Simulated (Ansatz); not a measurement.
A run of Ansatz 0.2.0 is set up as follows.

Contents of input.yaml:

```yaml
crystal:
  lattice:
    - [5.93, 0.0, 0.0]
    - [0.0, 5.93, 0.0]
    - [0.0, 0.0, 6.98]
  atoms:
    - { symbol: Ge, position: [0.375, 0.1667, 0.75] }
    - { symbol: Ge, position: [0.3333, 0.875, 0.5] }
    - { symbol: Ge, position: [0.625, 0.8333, 0.25] }
    - { symbol: Ge, position: [0.6667, 0.125, 0.0] }
    - { symbol: Ge, position: [0.875, 0.3333, 0.5] }
    - { symbol: Ge, position: [0.8333, 0.625, 0.75] }
    - { symbol: Ge, position: [0.125, 0.6667, 0.0] }
    - { symbol: Ge, position: [0.1667, 0.375, 0.25] }
    - { symbol: Ge, position: [0.575, 0.425, 0.25] }
    - { symbol: Ge, position: [0.925, 0.925, 0.5] }
    - { symbol: Ge, position: [0.425, 0.575, 0.75] }
    - { symbol: Ge, position: [0.075, 0.075, 0.0] }
hamiltonian:
  xc: pbesol
  pseudopotentials: { kind: paw }
kpoints:
  mp_grid: { grid: [5, 5, 4] }
  band_path:
    path:
      - [[0.0, 0.0, 0.0], [0.0, 0.5, 0.0], [0.5, 0.5, 0.0], [0.0, 0.0, 0.0], [0.0, 0.0, 0.5], [0.0, 0.5, 0.5], [0.5, 0.5, 0.5], [0.0, 0.0, 0.5]]
      - [[0.0, 0.5, 0.0], [0.0, 0.5, 0.5]]
      - [[0.5, 0.5, 0.0], [0.5, 0.5, 0.5]]
    npoints: 10
scf:
  occupations: { method: fermi_dirac, width: 0.05 }
  n_extra_bands: 30
output:
  forces: true
  stress: true
  eigenvalues: true
  fatbands: true
  write_density: true
  write_potential: true
  elf: true
  volumetric_format: npy
```

Potentials or basis: Ansatz PAW.

Run with:

```bash
$ ansatz run input.yaml --threads 4 --pin off --max-ram 11264MiB --backend cpu --events-out ev --progress --plain --runs-dir out
```

(1) Predict the band gap along the path.

(2) Predict the pressure.

Results:

(1) 0.41 eV, direct.

(2) 0.5 GPa.

Caveat: the k mesh misses the band edges, so the gap on the mesh is wider than the one along the path; the PAW data sets come from PBE, with cores solved anew for the run's functional, which leaves a small shift of forces and pressure.

**Measured values to compare with.**

“Properties of the exotic metastable ST12 germanium allotrope”, 2017, pmc:5216117 reports, for a powder of Ge: band gap 0.74 ± 0.02 eV (optical).

Measured gap of Ge: 0.74 eV (optical; powder; “Properties of the exotic metastable ST12 germanium allotrope”, 2017, pmc:5216117). This calculation gives 0.41 eV (-0.33 eV). Spin-orbit coupling on Ge is left out. The value is that of PBEsol, without temperature or zero-point motion. Semilocal functionals fall short of measured gaps as a rule.
